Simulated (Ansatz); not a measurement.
# Si2Mo (I4/mmm) in Ansatz: further runs

One crystal, Si2Mo, is run at these levels: revPBE+D3(BJ), revPBE+D4; tasks: relaxation of cell and atoms.

All numbers are computed with Ansatz 0.2.0; they aren't measurements. Logs are shortened: lines on timing, memory, paths and dates and some standing lists are left out, and cuts for length are marked.

## (1) The crystal as given

It takes space group I4/mmm (No. 139, tetragonal). Conventional cell: a = 3.200 Å, b = 3.200 Å, c = 7.861 Å, α = 90.00°, β = 90.00°, γ = 90.00°. Around Mo (site symmetry 4/mmm) lie 10 Si at 2.62 Å. Si (site symmetry 4mm) has 5 Si at 2.61 to 2.63 Å and 5 Mo at 2.62 Å as nearest neighbours.

## (2) Relaxation of cell and atoms, revPBE+D3(BJ)

Input file input.yaml:

```yaml
crystal:
  lattice:
    - [-1.6, 1.6, 3.9305]
    - [1.6, -1.6, 3.9305]
    - [1.6, 1.6, -3.9305]
  atoms:
    - { symbol: Mo, position: [0.0, 0.0, 0.0] }
    - { symbol: Si, position: [0.667, 0.667, 0.0] }
    - { symbol: Si, position: [0.333, 0.333, 0.0] }
hamiltonian:
  xc: revpbe
  pseudopotentials: { kind: paw }
  dispersion: d3bj
kpoints:
  mp_grid: { grid: [12, 12, 12] }
scf:
  occupations: { method: fermi_dirac, width: 0.05 }
output:
  forces: true
  stress: true
  write_density: true
  write_potential: true
  elf: true
  volumetric_format: npy
relax:
  f_tol: 0.01
  max_steps: 40
  cell: { stress_tol: 0.05 }
```

Potentials or basis: Ansatz PAW.

Started as:

```console
$ ansatz run input.yaml --threads 2 --pin off --max-ram 5632MiB --backend cpu --events-out ev --progress --plain --runs-dir out
```

What it wrote:

```text
Warning: RAYON_NUM_THREADS=2 ignored (pool sized by the plan → 2); use --threads N
Engine: ansatz 0.2.0, x86_64-unknown-linux-gnu
Pseudopotentials: kind: paw
Pseudopotential: Mo, paw, valence charge 14, recommended cutoff 420 eV (normal), Mo.paw.azcp
Pseudopotential: Si, paw, valence charge 4, recommended cutoff 420 eV (normal), Si.paw.azcp
Functional definition: revPBE
  parameter kappa = 1.245
  parameter beta = 0.06672455060314922
  exchange = pbe_x(kappa = kappa, mu = beta*pi^2/3)
  correlation = pbe_c(beta = beta)
Crystal: 3 atoms, lattice volume = 40.248 Å³
Basis set: ecut = 420 eV, 769 PW (Γ), exchange–correlation on 64×64×64 points (8 copies of the dense FFT grid, shifted against one another)
Bands: 15, of which v1, the nominal top of the filled ones, is band 11 counted from 1 (10 counted from 0)
Symmetry: 16 space group operations
Space group: I4/mmm (ITA 139), of the structure as read, at distance tolerance 3.4e-5 Å
k-points: 163 of 1728
Non-local potential: Mo, projectors of the file, l = 0: 3, l = 1: 2, l = 2: 2, l = 3: 1
Non-local potential: Si, projectors of the file, l = 0: 2, l = 1: 2, l = 2: 2
PAW form: soft (Blöchl's): semilocal exchange-correlation on the pseudo side does not see the compensation charge
PAW frozen core: Mo, regenerated for the run's functional, and the local potential with it (the file was generated under x = pbe(κ = 0.804, μ = 0.2195149727645171), c = pbe(β = 0.06672455060314922))
PAW frozen core: Si, regenerated for the run's functional, and the local potential with it (the file was generated under x = pbe(κ = 0.804, μ = 0.2195149727645171), c = pbe(β = 0.06672455060314922))
PAW one-centre angular grid: Mo, 590 points (default); XC on 64 Gauss nodes
PAW one-centre angular grid: Si, 110 points (default); XC on 64 Gauss nodes
Initial density: superposition of atomic densities (neutral atoms: chi_scale 0, normalization atom), corrected by the library's trained network
Initial wavefunctions: pseudopotential atomic-orbital guess
Functional: x = revpbe(κ = 1.245, μ = 0.2195149727645171), c = pbe(β = 0.06672455060314922)
SCF iter   1: F=—  HF=-6241.792832 eV  |F-HF|=—  |Δ(HF+E_count)|=         —  Δρ=4.91e-3  dr2=7.53e-3  ethr=1.77e-3  ⟨swp⟩=5.4  Hψ=14018  notcnv=0
preconditioner: auto → none  [insulator: Δε(μ)=0.127 eV  Ē_g=7.730 eV  σ=0.050 eV  W_gap=0.56  n_scr=10 (ndim 8)  ℏωp=21.9 eV  f_vac=0.000  D(μ)=0.25/eV (n_scr^D=0)  ε∞_Penn≈9.0]
SCF iter   2: F=—  HF=-6241.791130 eV  |F-HF|=—  |Δ(HF+E_count)|=   1.70e-3  Δρ=1.94e-3  dr2=5.69e-4  ethr=3.42e-5  ⟨swp⟩=2.3  Hψ=5409  notcnv=0
SCF iter   3: F=—  HF=-6241.791260 eV  |F-HF|=—  |Δ(HF+E_count)|=   1.30e-4  Δρ=7.12e-4  dr2=6.53e-5  ethr=2.59e-6  ⟨swp⟩=1.9  Hψ=3409  notcnv=0
SCF iter   4: F=—  HF=-6241.791298 eV  |F-HF|=—  |Δ(HF+E_count)|=   3.73e-5  Δρ=1.01e-4  dr2=1.00e-6  ethr=2.97e-7  ⟨swp⟩=2.0  Hψ=3580  notcnv=0
iter 5 did not close the SCF: its close was put off for the readings that it lacked (scf_convergence_deferred on its scf_iter line)
SCF iter   5: F=-6241.791299 eV  HF=-6241.791299 eV  |F-HF|=5.17e-9  |Δ(HF+E_count)|=   1.16e-6  Δρ=9.12e-6  dr2=1.23e-8  ethr=4.55e-9  ⟨swp⟩=2.0  Hψ=4231  notcnv=0
SCF iter   6: F=-6241.791299 eV  HF=-6241.791299 eV  |F-HF|=7.77e-10  |Δ(HF+E_count)|=   8.25e-9  Δρ=1.47e-6  dr2=9.79e-10  ethr=5.61e-11  ⟨swp⟩=4.9  Hψ=12931  notcnv=0
SCF 1 converged in 6 iterations: F = -6241.791299 eV  dr2 = 9.79e-10
relax step   1: F+E_penalty+E_count = -6241.79129873 eV  Δ(F+E_penalty+E_count) = +0.000e0 eV  max|allowed force component| = 2.706e-1 eV/Å  Δτ_max = 0.0000 Å  P = -9.522 GPa  Ω = 40.248 Å³  (6 SCF iters, dr2 threshold 1.00e-7 eV, accepted)
Crystal: 3 atoms, lattice volume = 38.028 Å³
Basis set: ecut = 420 eV, 761 PW (Γ), exchange–correlation on 64×64×64 points (8 copies of the dense FFT grid, shifted against one another)
Initial density: handed on by an earlier stage of this run
Initial wavefunctions: those handed on with the density
iter 1 solved again at ethr=1.30e-5 eV; its pass at ethr=3.10e-3 eV (dr2=2.86e-3 eV) is discarded
SCF iter   1: F=—  HF=-6241.843300 eV  |F-HF|=—  |Δ(HF+E_count)|=         —  Δρ=2.96e-3  dr2=2.77e-3  ethr=1.30e-5  ⟨swp⟩=1.1  Hψ=16684  notcnv=0
preconditioner: auto → Kerker (q_TF=auto, 2.490 Å⁻¹)  [metal: Δε(μ)=0.088 eV  Ē_g=8.123 eV  σ=0.050 eV  W_gap=0.40  n_scr=10 (ndim 8)  ℏωp=22.5 eV  f_vac=0.000  D(μ)=0.28/eV (n_scr^D=0)]
SCF iter   2: F=—  HF=-6241.842670 eV  |F-HF|=—  |Δ(HF+E_count)|=   6.30e-4  Δρ=1.72e-3  dr2=7.54e-4  ethr=1.26e-5  ⟨swp⟩=2.1  Hψ=3096  notcnv=0
SCF iter   3: F=—  HF=-6241.842561 eV  |F-HF|=—  |Δ(HF+E_count)|=   1.09e-4  Δρ=4.83e-4  dr2=8.52e-5  ethr=3.43e-6  ⟨swp⟩=2.2  Hψ=3344  notcnv=0
SCF iter   4: F=—  HF=-6241.842549 eV  |F-HF|=—  |Δ(HF+E_count)|=   1.16e-5  Δρ=7.50e-5  dr2=2.26e-6  ethr=3.87e-7  ⟨swp⟩=2.2  Hψ=3471  notcnv=0
SCF iter   5: F=-6241.842549 eV  HF=-6241.842549 eV  |F-HF|=1.64e-9  |Δ(HF+E_count)|=   4.28e-7  Δρ=9.60e-6  dr2=2.48e-8  ethr=1.36e-9  ⟨swp⟩=8.1  Hψ=14686  notcnv=0
SCF 2 converged in 5 iterations: F = -6241.842549 eV  dr2 = 2.48e-8
relax step   2: F+E_penalty+E_count = -6241.84254896 eV  Δ(F+E_penalty+E_count) = -5.125e-2 eV  max|allowed force component| = 8.649e-2 eV/Å  Δτ_max = 0.0121 Å  P = +3.113 GPa  Ω = 38.028 Å³  energy of the carried Pulay correction = +5.881e-4 eV  (5 SCF iters, dr2 threshold 3.00e-7 eV, accepted)
Crystal: 3 atoms, lattice volume = 38.563 Å³
iter 1 solved again at ethr=9.21e-7 eV; its pass at ethr=3.10e-3 eV (dr2=2.03e-4 eV) is discarded
SCF iter   1: F=—  HF=-6241.847709 eV  |F-HF|=—  |Δ(HF+E_count)|=         —  Δρ=7.85e-4  dr2=2.32e-4  ethr=9.21e-7  ⟨swp⟩=2.4  Hψ=15566  notcnv=0
preconditioner: auto → Kerker (q_TF=auto, 2.485 Å⁻¹)  [metal: Δε(μ)=0.084 eV  Ē_g=8.022 eV  σ=0.050 eV  W_gap=0.38  n_scr=10 (ndim 8)  ℏωp=22.4 eV  f_vac=0.000  D(μ)=0.28/eV (n_scr^D=0)]
SCF iter   2: F=—  HF=-6241.847663 eV  |F-HF|=—  |Δ(HF+E_count)|=   4.57e-5  Δρ=4.71e-4  dr2=9.01e-5  ethr=9.21e-7  ⟨swp⟩=1.2  Hψ=2600  notcnv=0
SCF iter   3: F=—  HF=-6241.847640 eV  |F-HF|=—  |Δ(HF+E_count)|=   2.28e-5  Δρ=1.20e-4  dr2=7.92e-6  ethr=4.10e-7  ⟨swp⟩=2.2  Hψ=3542  notcnv=0
SCF iter   4: F=—  HF=-6241.847638 eV  |F-HF|=—  |Δ(HF+E_count)|=   1.89e-6  Δρ=2.79e-5  dr2=3.48e-7  ethr=3.60e-8  ⟨swp⟩=2.4  Hψ=3707  notcnv=0
SCF iter   5: F=-6241.847638 eV  HF=-6241.847638 eV  |F-HF|=6.34e-9  |Δ(HF+E_count)|=   1.09e-7  Δρ=4.87e-6  dr2=1.02e-8  ethr=1.36e-9  ⟨swp⟩=8.0  Hψ=14024  notcnv=0
SCF 3 converged in 5 iterations: F = -6241.847638 eV  dr2 = 1.02e-8
relax step   3: F+E_penalty+E_count = -6241.84763833 eV  Δ(F+E_penalty+E_count) = -5.089e-3 eV  max|allowed force component| = 6.920e-3 eV/Å  Δτ_max = 0.0028 Å  P = -0.225 GPa  Ω = 38.563 Å³  energy of the carried Pulay correction = +4.434e-4 eV  (5 SCF iters, dr2 threshold 3.00e-7 eV, accepted)
Crystal: 3 atoms, lattice volume = 38.526 Å³
iter 1 solved again at ethr=1.37e-8 eV; its pass at ethr=3.10e-3 eV (dr2=3.02e-6 eV) is discarded
SCF iter   1: F=—  HF=-6241.847698 eV  |F-HF|=—  |Δ(HF+E_count)|=         —  Δρ=1.03e-4  dr2=5.22e-6  ethr=1.37e-8  ⟨swp⟩=2.5  Hψ=14883  notcnv=0
preconditioner: auto → Kerker (q_TF=auto, 2.485 Å⁻¹)  [metal: Δε(μ)=0.083 eV  Ē_g=8.029 eV  σ=0.050 eV  W_gap=0.38  n_scr=10 (ndim 8)  ℏωp=22.4 eV  f_vac=0.000  D(μ)=0.28/eV (n_scr^D=0)]
SCF iter   2: F=—  HF=-6241.847700 eV  |F-HF|=—  |Δ(HF+E_count)|=   2.76e-6  Δρ=5.87e-5  dr2=1.97e-6  ethr=1.37e-8  ⟨swp⟩=1.8  Hψ=3236  notcnv=0
SCF iter   3: F=-6241.847700 eV  HF=-6241.847700 eV  |F-HF|=1.14e-8  |Δ(HF+E_count)|=   6.83e-7  Δρ=6.82e-6  dr2=1.87e-8  ethr=1.28e-9  ⟨swp⟩=6.2  Hψ=14783  notcnv=0
SCF 4 converged in 3 iterations: F = -6241.847700 eV  dr2 = 1.87e-8
relax step   4: F+E_penalty+E_count = -6241.84769956 eV  Δ(F+E_penalty+E_count) = -6.123e-5 eV  max|allowed force component| = 1.294e-3 eV/Å  Δτ_max = 0.0002 Å  P = -0.013 GPa  Ω = 38.526 Å³  energy of the carried Pulay correction = +4.535e-4 eV  (3 SCF iters, dr2 threshold 2.81e-7 eV, accepted)
Basis set: ecut = 420 eV, 761 PW (Γ), exchange–correlation on 60×60×60 points (8 copies of the dense FFT grid, shifted against one another)
Initial wavefunctions: pseudopotential atomic-orbital guess (no wavefunctions were taken with the density)
iter 1 solved again at ethr=3.28e-8 eV; its pass at ethr=3.10e-3 eV (dr2=7.21e-6 eV) is discarded
SCF iter   1: F=—  HF=-6241.847271 eV  |F-HF|=—  |Δ(HF+E_count)|=         —  Δρ=7.72e-5  dr2=3.24e-7  ethr=3.28e-8  ⟨swp⟩=3.2  Hψ=20935  notcnv=0
preconditioner: auto → Kerker (q_TF=auto, 2.485 Å⁻¹)  [metal: Δε(μ)=0.084 eV  Ē_g=8.029 eV  σ=0.050 eV  W_gap=0.38  n_scr=10 (ndim 8)  ℏωp=22.4 eV  f_vac=0.000  D(μ)=0.28/eV (n_scr^D=0)]
SCF iter   2: F=—  HF=-6241.847276 eV  |F-HF|=—  |Δ(HF+E_count)|=   5.28e-6  Δρ=4.06e-5  dr2=8.92e-8  ethr=1.47e-9  ⟨swp⟩=2.1  Hψ=3957  notcnv=0
SCF iter   3: F=—  HF=-6241.847276 eV  |F-HF|=—  |Δ(HF+E_count)|=   8.72e-8  Δρ=1.68e-6  dr2=1.00e-9  ethr=4.05e-10  ⟨swp⟩=2.2  Hψ=4073  notcnv=0
SCF iter   4: F=—  HF=-6241.847276 eV  |F-HF|=—  |Δ(HF+E_count)|=  7.28e-11  Δρ=6.48e-7  dr2=9.30e-11  ethr=4.56e-12  ⟨swp⟩=2.5  Hψ=3361  notcnv=0
SCF iter   5: F=-6241.847276 eV  HF=-6241.847276 eV  |F-HF|=4.55e-12  |Δ(HF+E_count)|=  8.19e-12  Δρ=1.11e-7  dr2=7.14e-12  ethr=1.00e-12  ⟨swp⟩=5.4  Hψ=10217  notcnv=0
SCF 5 converged in 5 iterations: F = -6241.847276 eV  dr2 = 7.14e-12
relax step   5: F+E_penalty+E_count = -6241.84727601 eV  Δ(F+E_penalty+E_count) = +4.236e-4 eV  max|allowed force component| = 1.155e-3 eV/Å  Δτ_max = 0.0000 Å  P = -0.019 GPa  Ω = 38.526 Å³  stress off target by 4.25e-2 GPa  SCF on the basis re-selected at this cell (its energy is not comparable with the rows above)  (5 SCF iters)
basis re-selected at this cell: Δ(F+E_penalty+E_count) = +4.236e-4 eV, ΔP = -0.006 GPa vs the last step (what re-selecting the basis moved, of the pressure what is left beyond the Pulay correction that the steps carried, after the strain that the cell walked since its last selection, with what the two solves' SCF thresholds leave and, on support functions, any second-order correction that the steps lacked; it is no measure of the basis error at this ecutwfc). The dense FFT grid was sized anew with the basis: this SCF ran on 30×30×30 points, the steps before it on 32×32×32, so part of this shift can come from that change (see relax.cell in the input reference). This SCF's stress stands 4.25e-2 GPa from its target on what of the cell is left free (relax.cell.stress_tol is 5.00e-2 GPa) and its largest allowed force component is 1.15e-3 eV/Å (relax.f_tol is 1.00e-2 eV/Å): within both
SCF converged after 5 iterations
Free energy (F): -6241.847276 eV
Harris-Foulkes:  -6241.847276 eV  (|F-HF|=4.55e-12)
Internal energy: -6241.845002 eV  (E = F + TS)
E sigma→0 (E₀):  -6241.846139 eV
Entropy (-TS):   -0.002274 eV (-0.758 meV/atom)
Fermi energy:    16.874657 eV
--- Per-component energies (eV) ---
  E_band       = -28.784651
  E_kinetic    = 535.486267
  E_local      = -1117.613669  (includes V_loc(G=0)·N_el)
  E_nonlocal   = 191.802977
  E_hartree    = 420.325743
  E_xc         = -300.248506
  E_vxc        = -330.762358  (∫ρ·V_xc dr)
  E_paw        = -4236.195786  (= ΣΔE_a)
  E_vpaw       = -148.349298  (= ΣTr[D̂ρ^β])
  E_aug_tail   = 0.000034  (compensation charges beyond the density's cutoff)
  E_ewald      = -1731.828759
  E_disp       = -3.469785  (pairwise vdW)
  E_core_change = -0.103519  (= ΣΔE_core)
  E_smearing   = -0.002274  (= −TS)
  E_closure    = 0.000000  (closes the sum)
  Σ components = -6241.847276   (vs F -6241.847276, Δ=0.00e0)
--- Forces (eV/Å), atoms counted from 1 ---
  atom   1  Mo     0.00000000     0.00000000     0.00000000
  atom   2  Si     0.00000000     0.00000000    -0.00115458
  atom   3  Si     0.00000000    -0.00000000     0.00115458
  max |Σ_I F_I| component: 2.08e-17 eV/Å
--- Stress (GPa, compression-positive) ---
       -0.006559       0.000000       0.000000
        0.000000      -0.006559       0.000000
        0.000000       0.000000      -0.042518
  P = ⅓ Tr σ = -0.0185 GPa (-0.185 kbar)
--- Band table (eV; the first three rows and the last of 163) ---
  k-point 0: bands = ["-43.7985", "-17.9871", "-17.8745", "-17.8745", "3.0910", "10.2178", "13.4953", "13.6275", "14.1262", "14.1262", "17.2871", "19.8542", "20.3240", "20.5978", "20.5978"]
  k-point 1: bands = ["-43.7954", "-17.9830", "-17.8948", "-17.8918", "3.3147", "10.4180", "12.7598", "13.5638", "13.6997", "14.9140", "16.4790", "19.7234", "20.3241", "20.4062", "20.7047"]
  k-point 2: bands = ["-43.7872", "-17.9719", "-17.9479", "-17.9386", "3.9619", "10.9060", "12.0295", "12.4496", "13.9275", "14.9538", "15.4799", "19.4113", "20.4268", "20.7021", "20.8780"]
  k-point 162: bands = ["-43.7977", "-18.0174", "-17.8766", "-17.8766", "5.0329", "6.5656", "13.1147", "14.5222", "16.2545", "16.2545", "16.4021", "16.4021", "17.4326", "21.7342", "22.6066"]
--- Relaxed structure (4 steps of the walk, 4 accepted, 1 SCFs on fresh bases) ---
  F+E_penalty+E_count = -6241.84727601 eV   max|allowed force component| = 1.155e-3 eV/Å   (the final SCF, on the basis selected at the relaxed cell)
  cell:  # Å, volume = 38.5255 Å³
    - [-1.5765847198085767, 1.5765847198085767, 3.8748406930843733]
    - [1.5765847198085767, -1.5765847198085767, 3.8748406930843733]
    - [1.5765847198085767, 1.5765847198085767, -3.8748406930843733]
  atoms:
    - { symbol: Mo, position: [-9.079842643679207e-20, -9.079842643678657e-20, 5.787272154258341e-33] }
    - { symbol: Si, position: [0.6657967072190147, 0.6657967072190147, -2.94542095288406e-33] }
    - { symbol: Si, position: [0.3342032927809852, 0.3342032927809852, -3.0312124844203763e-33] }
```

Run time: 5.7 s. Hardware: 2 threads of AMD EPYC 9R45 (Zen 5), shared host; peak memory 0.48 GiB.

Results:

- Free energy: -6241.8473 eV
- Relaxed volume: 12.84 Å³/atom
- Relaxed cell: a = 4.471 Å, b = 4.471 Å, c = 4.471 Å, α = 138.70°, β = 138.70°, γ = 59.83°
- Space group after relaxing (to 0.05 Å): I4/mmm (No. 139)
- Energy gained by relaxing: 18.7 meV/atom
- Ionic steps: 5
- Pressure after relaxing: 0.0 GPa
- Band gap on the k mesh: none (metal or under the smearing width)

The path:
| step | energy change (eV) | largest force (eV/Å) | volume (Å³) |
| --- | --- | --- | --- |
| 1 | 0.0000 | 0.2706 | 40.25 |
| 2 | -0.0512 | 0.0865 | 38.03 |
| 3 | -0.0563 | 0.0069 | 38.56 |
| 4 | -0.0564 | 0.0013 | 38.53 |
| 5 | -0.0560 | 0.0012 | 38.53 |

Final structure:
```
Mo Si
1.0
    -1.57658    1.57658    3.87484
     1.57658   -1.57658    3.87484
     1.57658    1.57658   -3.87484
Mo Si
1 2
Direct
  0.00000 0.00000 0.00000
  0.66580 0.66580 0.00000
  0.33420 0.33420 0.00000
```

Caveat: the plane-wave basis is chosen anew once the cell has moved, so the energies of steps on either side of that aren't comparable; pairwise dispersion overbinds metals, which lowers pressure and volume; the PAW data sets come from PBE, with cores solved anew for the run's functional, which leaves a small shift of forces and pressure.

## (3) Relaxation of cell and atoms, revPBE+D4

input.yaml: that of step 2 with these lines changed.

```diff
@@ -12,3 +12,3 @@
   pseudopotentials: { kind: paw }
-  dispersion: d3bj
+  dispersion: d4
 kpoints:
@@ -20,6 +20,2 @@
   stress: true
-  write_density: true
-  write_potential: true
-  elf: true
-  volumetric_format: npy
 relax:
```

Potentials or basis: Ansatz PAW.

Started as:

```console
$ ansatz run input.yaml --threads 2 --pin off --max-ram 5632MiB --backend cpu --events-out ev --progress --plain --runs-dir out
```

It took 4.6 s on 2 threads of AMD EPYC 9R45 (Zen 5), shared host; peak memory 0.44 GiB.

It converged, with:

```
Free energy                            : -6241.3644 eV
Relaxed volume                         : 13.01 Å³/atom
Relaxed cell                           : a = 4.487 Å, b = 4.487 Å, c = 4.487 Å, α = 138.65°, β = 138.65°, γ = 59.91°
Space group after relaxing (to 0.05 Å) : I4/mmm (No. 139)
Energy gained by relaxing              : 10.1 meV/atom
Ionic steps                            : 5
Pressure after relaxing                : 0.0 GPa
Largest force after relaxing           : 0.003 eV/Å
```

Forces in eV/Å, atoms in the order of the input:
```
Mo   0.000  0.000  0.000
Si   0.000  0.000 -0.003
Si   0.000  0.000  0.003
```

Step by step:
```
step  energy change (eV)  largest force (eV/Å)  volume (Å³)
   1              0.0000                0.2837        40.25
   2             -0.0282                0.0425        38.66
   3             -0.0307                0.0101        39.04
   4             -0.0307                0.0035        39.02
   5             -0.0304                0.0033        39.02
```

Final structure:
```xyz
3
Lattice="-1.5842 1.5842 3.8873 1.5842 -1.5842 3.8873 1.5842 1.5842 -3.8873" Properties=species:S:1:pos:R:3 pbc="T T T"
Mo    0.0000    0.0000    0.0000
Si    0.0000    0.0000    5.1744
Si    0.0000    0.0000    2.6002
```

Caveat: the plane-wave basis is chosen anew once the cell has moved, so the energies of steps on either side of that aren't comparable; the PAW data sets come from PBE, with cores solved anew for the run's functional, which leaves a small shift of forces and pressure.
